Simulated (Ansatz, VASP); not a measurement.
# AlSi23HO48 (Al-H pair in alpha-quartz) in two plane-wave programs, part 2 of 2

One calculation is typed for both programs; each brings its own data sets. How far apart do they land? The cell is taken from a series of runs on this material, whose earlier steps may have relaxed, scaled, displaced or heated it; both programs get it as it stands.

VASP 6.6.1 and Ansatz 0.2.0.

So far: The starting structure; Ansatz: single point, HSE06.

### Step 3. VASP: single point, HSE06

Level of this step: HSE06; plane waves and PAW (Si, O, Al, H) (VASP).

The same cell, functional, mesh and smearing now go to VASP, with its own data sets.

Lines of VASP's logs that name or quote its potential files are left out, and so is its time.

The run reads the wave functions of an earlier VASP run, which isn't shown here.

Contents of INCAR:

```
SYSTEM = AlSi23HO48
PREC = Accurate
ENCUT = 520
EDIFF = 1E-06
NELM = 100
ISMEAR = -1
SIGMA = 0.01
LREAL = Auto
ALGO = Normal
LHFCALC = .TRUE.
AEXX = 0.25
GGA = PE
HFSCREEN = 0.208
LASPH = .TRUE.
NBANDS = 243
PRECFOCK = Fast
LORBIT = 11
LWAVE = .FALSE.
LCHARG = .FALSE.
ISIF = 2
```

Contents of POSCAR:

```
AlSi23HO48
1.0
   10.0366768140      0.0000000000      0.0000000000
   -5.0183384070      8.6920170905      0.0000000000
    0.0000000000      0.0000000000     11.0179481093
Si O Al H
23 48 1 1
Direct
    0.2317765408      0.9883148694      0.3298462691
    0.0006923647      0.2467013856      0.1617618151
    0.2615390209      0.2654039582      0.9952610827
    0.2473098100      0.0054042737      0.8334148272
    0.0041874649      0.2457782613      0.6724201540
    0.2405679355      0.5033517727      0.3287539146
    0.9959494962      0.7276475226      0.1601815628
    0.2666092679      0.7664241511      0.9993351886
    0.2467988068      0.5062904615      0.8289208850
    0.0051730086      0.7404495731      0.6701154873
    0.2590147476      0.7583347182      0.4983939957
    0.7514243998      0.0004432967      0.3323342013
    0.4965439265      0.2455659297      0.1681320775
    0.7479262481      0.2521508555      0.0012638558
    0.7357371826      0.9979058091      0.8347113004
    0.5082313047      0.2348146594      0.6612117721
    0.7675891859      0.2559884235      0.5028100968
    0.7426048799      0.4954103242      0.3334746728
    0.5030913866      0.7440071333      0.1653534800
    0.7568730944      0.7553602628      0.9953688502
    0.7378017099      0.4964978869      0.8298930294
    0.5013579300      0.7417381537      0.6615325704
    0.7683980626      0.7610631966      0.4984677735
    0.1678939821      0.0943313219      0.4015738109
    0.3690358329      0.0960709507      0.2414824448
    0.4136780921      0.2951577681      0.0676502604
    0.1231146319      0.2156241496      0.0911938329
    0.0842374780      0.3847651641      0.2576058767
    0.2906661400      0.4184413267      0.4232704936
    0.2132108635      0.1299557338      0.8970629036
    0.3862460883      0.0851160126      0.7376151468
    0.4290784184      0.2706360110      0.5510994470
    0.1265908111      0.2071199926      0.6167761146
    0.0836455570      0.3852806621      0.7701369476
    0.2989937738      0.4223284013      0.9274581279
    0.2086192973      0.6288574302      0.3953806132
    0.3748307034      0.5890164487      0.2283639869
    0.4208793705      0.8055875391      0.0729672407
    0.1219564299      0.7006002608      0.0918265946
    0.0818686713      0.8644890991      0.2591078960
    0.2880153529      0.9150528372      0.4321536466
    0.2292001004      0.6394308555      0.8958408935
    0.3774254669      0.5820411574      0.7244727228
    0.4165682088      0.7946193554      0.5643605477
    0.1250030635      0.7063640337      0.5985274918
    0.0930595241      0.8780110997      0.7661845028
    0.2933683764      0.9235129561      0.9385333790
    0.7160558946      0.1168071458      0.4064483698
    0.8852637421      0.0899394154      0.2333668281
    0.9062441387      0.2885414459      0.0661027685
    0.6157954250      0.2054551600      0.1031919138
    0.5840677501      0.3814813156      0.2651808843
    0.7877620129      0.4050446959      0.4307366494
    0.6928675495      0.1097276505      0.9090633009
    0.8700035567      0.0947355577      0.7389900182
    0.9287678250      0.2975361735      0.5648430091
    0.6396150814      0.2020429228      0.6080455766
    0.5875752230      0.3792120488      0.7545642638
    0.7783000861      0.4050080101      0.9302620036
    0.7205855811      0.6251055663      0.4015281018
    0.8766486970      0.5743162727      0.2320101301
    0.9093657532      0.7801742989      0.0648796601
    0.6210824049      0.7083771700      0.0930167720
    0.5955894989      0.8735655181      0.2679008856
    0.8182275799      0.9201253878      0.4245896977
    0.7038626500      0.6193891573      0.8969015584
    0.8825835255      0.5861015812      0.7391746311
    0.9196205683      0.7922465789      0.5721757743
    0.6281543853      0.7180370758      0.5898397520
    0.5834037913      0.8715728535      0.7646179458
    0.7933171001      0.9126003431      0.9281581459
    0.2645514763      0.2657804437      0.5072873701
    0.0647068041      0.0443311252      0.4090958507
```

Contents of KPOINTS:

```
Automatic mesh
0
Gamma
1 1 1
0 0 0
```

Potentials, in the order of the species: Si, O, Al and H (PBE family, release 64).

On the command line:

```console
$ export OMP_NUM_THREADS=3
$ mpirun -np 1 vasp_gam
```

Numbers of over 12 decimals in the logs are rounded to 6 here.

The log of the run:

```text
[banner, memory and clock lines left out]
running    1 mpi-ranks, on    1 nodes
[...]
Offloading initialized ...    1 GPUs detected
[...]
LDA part: xc-table for (Slater+PW92), standard interpolation
 found WAVECAR, reading the header
 POSCAR, INCAR and KPOINTS ok, starting setup
[...]
reading WAVECAR
 the WAVECAR file was read successfully
 initial charge from wavefunction
 entering main loop
       N       E                     dE             d eps       ncg     rms          rms(c)
DAV:   1    -0.701546323417E+03   -0.70155E+03   -0.11571E+01   548   0.860E+00    0.171E+01
DAV:   2    -0.701635013164E+03   -0.88690E-01   -0.44476E-01   564   0.138E+00    0.127E+01
DAV:   3    -0.701598714132E+03    0.36299E-01   -0.40056E-02   572   0.401E-01    0.786E+00
DAV:   4    -0.701590772236E+03    0.79419E-02   -0.12603E-02   564   0.205E-01    0.460E+00
[...]
DAV:   9    -0.701587224373E+03    0.17895E-04   -0.14903E-05   564   0.112E-02    0.286E-01
DAV:  10    -0.701587221381E+03    0.29923E-05   -0.50069E-06   548   0.683E-03    0.163E-01
DAV:  11    -0.701587221843E+03   -0.46220E-06   -0.16512E-06   372   0.442E-03
   1 F= -.70158722E+03 E0= -.70158722E+03  d E =-.178518E-10
```

Parts of OUTCAR (step 3):

```text
  Total        1.7182107     -1.2444383     -2.3737561      0.6230224      0.0965581      0.1340175
  in kB        2.8640181     -2.0743055     -3.9567211      1.0384916      0.1609489      0.2233885
  external PRESSURE =      -1.0556695 kB  Pullay stress =       0.0000000 kB

 POSITION                                       TOTAL-FORCE (eV/Angst)
 -----------------------------------------------------------------------------------
     -2.63343      8.59045      3.63423         0.107149     -0.002483     -0.052653
     -1.23108      2.14433      1.78228        -0.016094     -0.031655     -0.000127
      1.29310      2.30690     10.96573         0.007337      0.009738     -0.000256
      2.45505      0.04697      9.18252        -0.016404     -0.004412      0.005289
     -1.19137      2.13631      7.40869        -0.045477     -0.014767      0.014249
     -0.11149      4.37514      3.62219        -0.036597      0.015895     -0.038576
      6.34444      6.32472      1.76487        -0.007983     -0.023014     -0.009301
     -1.17030      6.66177     11.01062         0.011777      0.009089     -0.003540
     -0.06370      4.40069      9.13301        -0.004894      0.015277      0.003965
     -3.66391      6.43600      7.38330        -0.017244     -0.009211     -0.011683
     -1.20593      6.59146      5.49128         0.013173      0.000797      0.020863
      7.53958      0.00385      3.66164         0.072201     -0.050338      0.064591
      3.75132      2.13446      1.85247         0.004403     -0.000428      0.001261
      6.24132      2.19170      0.01393         0.007505      0.009123      0.005540
[...]
-----------------------------------------------------------------------------------
    total drift:                               -0.001551     -0.003942      0.058357

  FREE ENERGIE OF THE ION-ELECTRON SYSTEM (eV)
  ---------------------------------------------------
  free  energy   TOTEN  =      -701.5872218431 eV

  energy  without entropy=     -701.5872218431  energy(sigma->0) =     -701.58722184

[... 3 further parts left out ...]
[key lines of the parts left out:]
E-fermi :  -0.1766
```

The run ends at a pressure of -0.11 GPa, with forces up to 4.8 eV/Å.

### Step 4. Differences

Known differences besides the potentials themselves: exact exchange at q = 0 is treated differently, which shows on coarse meshes; VASP keeps PBE cores, Ansatz makes them for the functional; the cutoff is 420 eV in Ansatz and 520 eV in VASP (PREC = Accurate, projectors in real space); VASP takes a coarser grid for exact exchange (PRECFOCK = Fast). Total energies have different zeros and are not compared.

Both answers:

| quantity | Ansatz | VASP | difference |
| --- | --- | --- | --- |
| gap on the k mesh (eV) | 7.291 | 7.293 | -0.002 |

Forces on 7 of the 73 atoms, those with the largest forces and the largest differences (eV/Å; atoms numbered as in POSCAR):

```
atom         Ansatz x, y, z           VASP x, y, z
 Si1  0.102, -0.057, -0.064  0.107, -0.002, -0.053
Si12   0.083, -0.046, 0.072   0.072, -0.050, 0.065
Si23  -0.018, 0.103, -0.059  -0.017, 0.100, -0.058
 O24   3.834, 2.072, -0.407   4.144, 2.216, -0.428
 O65  -0.094, -0.063, 0.002  -0.105, -0.069, 0.006
Al72    0.004, 0.074, 0.053    0.030, 0.060, 0.023
 H73  -3.849, -2.085, 0.402  -4.178, -2.243, 0.428
```

The forces differ by 36 meV/Å r.m.s., which is 8.0 % of the r.m.s. force of 0.454 eV/Å (both taken over all components). A gap on the mesh is an upper bound, since the band edges may lie between its points.

### Step 5. Results

- r.m.s. force difference (single point, HSE06): 8.0 % of the r.m.s. force

The r.m.s. force difference is 8.0 % of the r.m.s. force (single point, HSE06), beyond the 3 % picked in this series as the mark of a large difference. What causes the difference of the single point, HSE06 pair stays open here. How closely two codes agree says nothing of how well the functional describes the real material.

[Lines on the potential files, build, host, timing and source positions are cut from VASP's logs without a mark.]

[Logs are printed without paths, hosts, clocks, repeated set-up lines and the standing remarks that a program may print on its own settings, such as how far it seeks lower states.]

[Hosts, paths, dates, database ids (printed as entryN), source tags and the programs' standing remarks are cut or masked in the printed files.]
